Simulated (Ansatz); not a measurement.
CuO (Tenorite): band structure with PBEsol+U

The system is CuO (Tenorite).

```
CELL_PARAMETERS angstrom
2.34185 -1.71130 0.00000
2.34185 1.71130 0.00000
-0.85003 0.00000 5.05787
ATOMIC_POSITIONS crystal
Cu 0.50000 0.00000 0.50000
Cu 0.00000 0.50000 0.00000
O 0.41840 0.58160 0.75000
O 0.58160 0.41840 0.25000
```

```yaml
Program: Ansatz 0.2.0
Task: band structure
Functional: PBEsol
Potentials_or_basis: Ansatz PAW
Cutoff: "420 eV (not typed: the program's choice for these potentials)"
k_mesh: 10 × 10 × 5
Occupations: fermi-dirac, width 0.05 eV
Spin: no spin polarisation
Hubbard_terms: Cu d U = 2 eV
Path: "[[\"G\", \"Y\", \"F\", \"L\", \"I\"], [\"I1\", \"Z\", \"F1\"], [\"Y\", \"X1\"], [\"X\", \"G\", \"N\"], [\"M\", \"G\"]]"
Points_for_each_segment_of_the_path: 14
Hubbard_projectors: ortho-atomic (the default)
Double_counting: fll (the default)
```

| Item | Value |
| --- | --- |
| Pressure | -1.9 GPa |
| Largest force | 0.312 eV/Å |
| Band gap on the k mesh | none (metal or under the smearing width) |

Forces in eV/Å, atoms in the order of the input:
```
Cu   0.000  0.000  0.000
Cu   0.000  0.000  0.000
O    0.000 -0.312  0.000
O    0.000  0.312  0.000
```

Stress tensor (GPa, compression positive):
```
-2.22  0.00 -0.67
 0.00  0.19  0.00
-0.67  0.00 -3.61
```

Levels at the corners of the path, in eV from the Fermi level:
```tsv
point	band 22	band 23	band 24	band 25	band 26	band 27	band 28	band 29
Γ	-2.67	-2.54	-2.03	0.23	0.98	1.76	6.09	8.28
Y	-2.64	-1.81	-1.56	-0.81	1.11	3.43	7.23	8.63
F	-2.20	-1.69	-1.54	-0.74	0.20	4.35	6.28	8.83
L	-2.01	-1.59	-1.59	-0.43	-0.43	5.33	5.33	9.14
I	-2.16	-1.82	-1.82	-0.31	-0.31	5.96	5.96	9.23
I1	-2.16	-1.82	-1.82	-0.31	-0.31	5.96	5.96	9.23
Z	-2.60	-1.72	-1.72	0.28	0.28	4.01	4.01	11.77
F1	-2.20	-1.69	-1.54	-0.74	0.20	4.35	6.28	8.83
Y	-2.64	-1.81	-1.56	-0.81	1.11	3.43	7.23	8.63
X1	-2.42	-1.65	-1.63	-1.42	0.94	4.96	7.32	7.83
X	-2.42	-1.65	-1.63	-1.42	0.94	4.96	7.32	7.83
Γ	-2.67	-2.54	-2.03	0.23	0.98	1.76	6.09	8.28
N	-1.96	-1.76	-1.70	0.03	0.29	4.97	6.40	7.07
M	-2.68	-2.09	-1.97	-0.13	0.77	5.20	6.67	8.11
Γ	-2.67	-2.54	-2.03	0.23	0.98	1.76	6.09	8.28
```

Eigenvalues of the final occupation matrices:
| site | spin | trace | eigenvalues |
| --- | --- | --- | --- |
| site 1 | 1 | 4.73 | 0.78 0.97 0.99 0.99 1.00 |
| site 2 | 1 | 4.73 | 0.78 0.97 0.99 0.99 1.00 |

It took 6.1 s on 2 threads of Intel(R) Xeon(R) 6975P-C (Granite Rapids) (shared host), peak memory 0.54 GiB.

Caveat: the pressure holds a Pulay correction of +0.8 GPa for the finite cutoff; the run has no spin polarisation, though such a crystal can be magnetic; U without spin polarisation on a metal has little footing; the PAW data sets come from PBE, with cores solved anew for the run's functional, which leaves a small shift of forces and pressure.
